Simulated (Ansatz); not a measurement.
## Cobalt (simple cubic) across density functionals

All rows: Ansatz, plane waves with scalar-relativistic PAW, 420 eV (500 eV for the SCAN forms), relaxed under each functional, no dispersion correction, no zero-point motion. B₀ comes from uniform scaling at fixed shape; a dash is a value not given.

```tsv
functional	V (Å³/atom)	cell	B₀ (GPa)	magnetic state	ΔE to hcp (meV/atom)
PBE	12.81	a = 2.340 Å	140	ferromagnetic, net 1.88 μB per atom	781
r²SCAN	12.60	a = 2.327 Å	156	ferromagnetic, net 2.03 μB per atom	744
m-r²SCAN	12.25	a = 2.305 Å	150	ferromagnetic, net 1.83 μB per atom	847
PBEsol	12.10	a = 2.296 Å	155	ferromagnetic, net 1.75 μB per atom	864
LDA	11.47	a = 2.255 Å	185	ferromagnetic, net 1.56 μB per atom	882
RPBE	13.24	a = 2.365 Å	130	ferromagnetic, net 1.91 μB per atom	742
BLYP	13.44	a = 2.377 Å	125	ferromagnetic, net 1.87 μB per atom	606
```

LDA gives the smallest volume and BLYP the largest.

m-r²SCAN is r²SCAN on the gauge-invariant kinetic-energy density; without spin polarisation the two are equal.
